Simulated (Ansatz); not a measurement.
**Al vacancy in Al (Aluminum)**

What does an Al vacancy cost in Al (Aluminum), and how do its neighbours move? It is set in a cell of 27 host atoms.

Method: DFT PBE, scalar-relativistic, plane waves, PAW, in Ansatz 0.2.0.

1 further run of the same task is left out (set aside as unsound or not needed).

**1. Starting point**

Symmetry: Fm-3m, No. 225, cubic system. The conventional cell has a = 4.041 Å, b = 4.041 Å, c = 4.041 Å, α = 90.00°, β = 90.00°, γ = 90.00°. Al (site symmetry m-3m) is surrounded by 12 Al at 2.86 Å.

As a file:

```
Al
1.0
     0.00000    2.02073    2.02073
     2.02073    0.00000    2.02073
     2.02073    2.02073    0.00000
Al
1
Direct
  0.00000 0.00000 0.00000
```

It is the result of an earlier relaxation at this level (volume 16.50 Å³/atom; gap on the mesh: none (metal)).

The perfect supercell (rows 3 -3 0; 0 -3 3; 0 -3 0 in vectors of this cell) comes from an earlier run at this level (27 atoms, E(σ→0) -14512.7743 eV, gap none (metal)).

**2. Setting up the defect**

The atom at (0.000, 0.667, 0.667) of the supercell is taken out. The other atoms start on their ideal sites. Its neighbours are 12 Al at 2.86 Å.

**3. Relaxation at the host's cell**

Contents of input.yaml:

```yaml
crystal:
  lattice:
    - [-6.0621852169, 6.0621852169, 0.0]
    - [0.0, 6.0621852169, -6.0621852169]
    - [-6.0621852169, 0.0, -6.0621852169]
  atoms:
    - { symbol: Al, position: [0.0, 0.3333333333, 0.6666666667] }
    - { symbol: Al, position: [0.0, 0.6666666667, 0.3333333333] }
    - { symbol: Al, position: [0.0, 0.0, 0.6666666667] }
    - { symbol: Al, position: [0.0, 0.3333333333, 0.3333333333] }
    - { symbol: Al, position: [0.0, 0.6666666667, 0.0] }
    - { symbol: Al, position: [0.0, 0.0, 0.3333333333] }
    - { symbol: Al, position: [0.0, 0.3333333333, 0.0] }
    - { symbol: Al, position: [0.0, 0.0, 0.0] }
    - { symbol: Al, position: [0.3333333333, 0.6666666667, 0.6666666667] }
    - { symbol: Al, position: [0.3333333333, 0.3333333333, 0.6666666667] }
    - { symbol: Al, position: [0.3333333333, 0.6666666667, 0.3333333333] }
    - { symbol: Al, position: [0.3333333333, 0.0, 0.6666666667] }
    - { symbol: Al, position: [0.3333333333, 0.3333333333, 0.3333333333] }
    - { symbol: Al, position: [0.3333333333, 0.6666666667, 0.0] }
    - { symbol: Al, position: [0.3333333333, 0.0, 0.3333333333] }
    - { symbol: Al, position: [0.3333333333, 0.3333333333, 0.0] }
    - { symbol: Al, position: [0.3333333333, 0.0, 0.0] }
    - { symbol: Al, position: [0.6666666667, 0.6666666667, 0.6666666667] }
    - { symbol: Al, position: [0.6666666667, 0.3333333333, 0.6666666667] }
    - { symbol: Al, position: [0.6666666667, 0.6666666667, 0.3333333333] }
    - { symbol: Al, position: [0.6666666667, 0.0, 0.6666666667] }
    - { symbol: Al, position: [0.6666666667, 0.3333333333, 0.3333333333] }
    - { symbol: Al, position: [0.6666666667, 0.6666666667, 0.0] }
    - { symbol: Al, position: [0.6666666667, 0.0, 0.3333333333] }
    - { symbol: Al, position: [0.6666666667, 0.3333333333, 0.0] }
    - { symbol: Al, position: [0.6666666667, 0.0, 0.0] }
basis:
  ecutwfc: 420
  xc_grid: 2
kpoints:
  mp_grid: { grid: [4, 4, 4], shift: [0.0, 0.0, 0.0] }
hamiltonian:
  xc: pbe
scf:
  occupations: { method: gaussian, width: 0.1 }
output:
  forces: true
  stress: false
  eigenvalues: true
  write_density: true
  write_potential: true
  elf: true
  volumetric_format: npy
relax:
  adjacent_minimum: "off"
  f_tol: 0.025
  max_steps: 60
```

Launch:

```
> ansatz run input.yaml --threads 4 --pin off --max-ram 10240MiB --backend cpu --events-out ev --progress --plain --runs-dir out
```

The program printed, cut to the lines that bear on the results:

```text
Warning: RAYON_NUM_THREADS=4 ignored (pool sized by the plan → 4); use --threads N
[...]
Pseudopotentials: kind: paw
Pseudopotential: Al, paw, valence charge 3, recommended cutoff 420 eV (normal), Al.paw.azcp
Functional definition: PBE
[...]
Crystal: 26 atoms, lattice volume = 445.572 Å³
Basis set: ecut = 420 eV, 8657 PW (Γ), exchange–correlation on 120×120×120 points (8 copies of the dense FFT grid, shifted against one another)
Bands: 65, of which v1, the nominal top of the filled ones, is band 39 counted from 1 (38 counted from 0)
Symmetry: 48 space group operations
Space group: Fm-3m (ITA 225), of the structure as read, at distance tolerance 7.6e-5 Å
k-points: 8 of 64
[...]
SCF iter   1: F=—  HF=-13974.360734 eV  |F-HF|=—  |Δ(HF+E_count)|=         —  Δρ=1.15e-3  dr2=1.49e-2  ethr=1.77e-3  ⟨swp⟩=7.0  Hψ=2572  notcnv=0  defer=5
[...]
relax step   1: F+E_penalty+E_count = -13974.35942041 eV  Δ(F+E_penalty+E_count) = +0.000e0 eV  max|allowed force component| = 8.382e-2 eV/Å  Δτ_max = 0.0000 Å  (6 SCF iters, dr2 threshold 1.56e-5 eV, accepted)
[...]
relax step   2: F+E_penalty+E_count = -13974.37441255 eV  Δ(F+E_penalty+E_count) = -1.499e-2 eV  max|allowed force component| = 2.518e-2 eV/Å  Δτ_max = 0.0234 Å  (6 SCF iters, accepted)
[...]
relax step   3: F+E_penalty+E_count = -13974.37497368 eV  Δ(F+E_penalty+E_count) = -5.611e-4 eV  max|allowed force component| = 5.205e-4 eV/Å  Δτ_max = 0.0033 Å  (5 SCF iters, accepted)
SCF converged after 5 iterations
Free energy (F): -13974.374974 eV
[...]
E sigma→0 (E₀):  -13974.350362 eV
Entropy (-TS):   -0.049224 eV (-1.893 meV/atom)
Fermi energy:    7.436125 eV
[...]
--- Forces (eV/Å), atoms counted from 1 ---
  atom   1  Al     0.00000000     0.00007235    -0.00007235
  atom   2  Al    -0.00007235     0.00000000    -0.00007235
  atom   3  Al    -0.00000000    -0.00007235     0.00007235
  atom   4  Al     0.00000377    -0.00000377    -0.00000377
  atom   5  Al     0.00007235    -0.00000000     0.00007235
```

**4. More of the same log: Al vacancy (site a), charge +0, atoms relaxed at the host's cell**

The log, continued, cut to the lines that bear on the results:

```text
  atom   6  Al    -0.00007235    -0.00007235     0.00000000
  atom   7  Al     0.00007235     0.00007235     0.00000000
  atom   8  Al    -0.00000377     0.00000377     0.00000377
  atom   9  Al     0.00007235    -0.00007235    -0.00000000
  atom  10  Al     0.00007235    -0.00000000    -0.00007235
  atom  11  Al    -0.00000000    -0.00007235    -0.00007235
  atom  12  Al    -0.00000377    -0.00000377    -0.00000377
  atom  13  Al    -0.00000000    -0.00000000     0.00052045
[...]
--- Band table (eV; the first three rows and the last of 8) ---
[...]
--- Relaxed structure (3 steps of the walk, 3 accepted, 0 SCFs on fresh bases) ---
  F+E_penalty+E_count = -13974.37497368 eV   max|allowed force component| = 5.205e-4 eV/Å
  atoms:
    - { symbol: Al, position: [1.1102230246251565e-16, 0.33573386846034625, 0.6666666666666664] }
[...]
    - { symbol: Al, position: [0.3329542468461626, 0.33371241982050404, -0.0003790864871708044] }
    - { symbol: Al, position: [0.3335639396350977, 0.00023060630176428184, 0.00023060630176428184] }
    - { symbol: Al, position: [0.6690672017936796, 0.6666666666666665, 0.6666666666666665] }
    - { symbol: Al, position: [0.6664360603649024, 0.333102727031569, 0.6673584855719596] }
    - { symbol: Al, position: [0.6664360603649024, 0.6673584855719596, 0.333102727031569] }
    - { symbol: Al, position: [0.6690672017936795, -0.002400535127012937, 0.6666666666666665] }
    - { symbol: Al, position: [0.6664360603649024, 0.33310272703156907, 0.33310272703156907] }
    - { symbol: Al, position: [0.6690672017936795, 0.6666666666666665, -0.002400535127012937] }
    - { symbol: Al, position: [0.6670457531538375, -0.00037908648717083215, 0.3337124198205041] }
    - { symbol: Al, position: [0.6670457531538375, 0.3337124198205041, -0.00037908648717083215] }
    - { symbol: Al, position: [0.6670457531538374, -0.0003790864871708119, -0.0003790864871708119] }
```

Wall time 28 s (4 threads of Arm Neoverse N1, shared host); peak memory 1.1 GiB.

Relaxation path:

```
step  energy from step 1 (eV/cell)  largest force component (eV/Å)
   1                        0.0000                          0.0838
   2                       -0.0150                          0.0252
   3                       -0.0156                          0.0005
```

Step 1 is the start.

The largest move, 0.02 Å, is shared by several atoms, Al18 among them.

The maps below use the cell's axes, with the origin moved to put the defect at the centre.

Density in a lattice plane of the grid's cell (edges 8.57 and 8.57 Å, at 0.503 of the third edge), which holds Al.

Values in e/Å³, 12 rows by 12 columns:
```
0.19 0.18 0.15 0.21 0.20 0.18 0.15 0.20 0.19 0.18 0.15 0.20
0.20 0.19 0.07 0.14 0.21 0.20 0.07 0.14 0.20 0.19 0.07 0.14
0.20 0.19 0.19 0.15 0.17 0.16 0.16 0.16 0.21 0.19 0.19 0.17
0.20 0.20 0.21 0.18 0.10 0.07 0.09 0.15 0.20 0.21 0.20 0.20
0.19 0.18 0.15 0.18 0.08 0.03 0.03 0.06 0.15 0.18 0.15 0.20
0.20 0.19 0.07 0.12 0.12 0.04 0.02 0.03 0.08 0.16 0.07 0.14
0.20 0.19 0.19 0.17 0.19 0.08 0.04 0.03 0.06 0.15 0.19 0.17
0.20 0.20 0.20 0.20 0.21 0.18 0.11 0.07 0.09 0.16 0.21 0.20
0.19 0.18 0.15 0.20 0.19 0.19 0.13 0.18 0.17 0.16 0.15 0.21
0.20 0.19 0.07 0.14 0.20 0.20 0.07 0.13 0.21 0.20 0.07 0.14
0.20 0.19 0.19 0.16 0.21 0.19 0.19 0.17 0.21 0.19 0.19 0.17
0.19 0.20 0.20 0.19 0.20 0.20 0.20 0.19 0.20 0.20 0.20 0.19
```
Columns run along the first of these edges and rows up along the second, over one cell in 12 and 12 even steps from the bottom left corner. Atoms in the plane (fractional): Al at (0.51, 0.17), Al at (0.51, 0.83), Al at (0.84, 0.50), Al at (0.84, 0.17), Al at (0.85, 0.84), Al at (0.18, 0.50), Al at (0.18, 0.17), Al at (0.18, 0.83).

ELF in the same plane.

Ten even steps from '0' (0.02) to '9' (0.71):
```
887678777876788788767887
884004888840148888400488
885031499960313888503138
888301179993110788830016
878863368888524887786337
877899877656779998778888
888999975322357899988888
886469974210013689745787
884001675200001368400278
886132166310000147503128
888510168521000136861016
877875699853110135899668
888888899987532346899988
788888778998776667799987
785226878852258888413787
884020588840215999502058
887111178871111899812117
888730278887312788873127
877887788878887887788778
888888888888888888888888
```
Columns run along the first of these edges and rows up along the second, over one cell in 24 and 20 even steps from the bottom left corner. Atoms in the plane (fractional): Al at (0.51, 0.17), Al at (0.51, 0.83), Al at (0.84, 0.50), Al at (0.84, 0.17), Al at (0.85, 0.84), Al at (0.18, 0.50), Al at (0.18, 0.17), Al at (0.18, 0.83).

Both are smooth fields of the valence electrons: close to the nuclei they are not physical.

The highest ELF values outside the cores: 0.73 beside Al, off the lines to its neighbours, 1.1 Å from Al.

**5. Putting the energies together**

| charge | E(defect cell) - E(host) (eV) | formation energy (eV) | moment over the host's (μB) | largest move (Å) | neighbours |
| --- | --- | --- | --- | --- | --- |
| 0 | 538.424 | 0.92 | 0.00 | 0.02 | 12 Al at 2.84 Å |

Atoms are taken from and returned to the elements' standard states: Al -537.504 eV an atom at this level.

**6. Outcome**

| quantity | value |
| --- | --- |
| formation energy, neutral | 0.92 eV |
| nearest atoms after relaxation, one image of each, neutral | 12 Al at 2.84 Å |

What this shows: The neutral defect costs 0.92 eV against the elements. Spin polarisation was off in the neutral run, so a moment could not show there. With 27 host sites the defect feels its images, so energies are good to tenths of an eV at best. A distortion of lower symmetry was not tried.
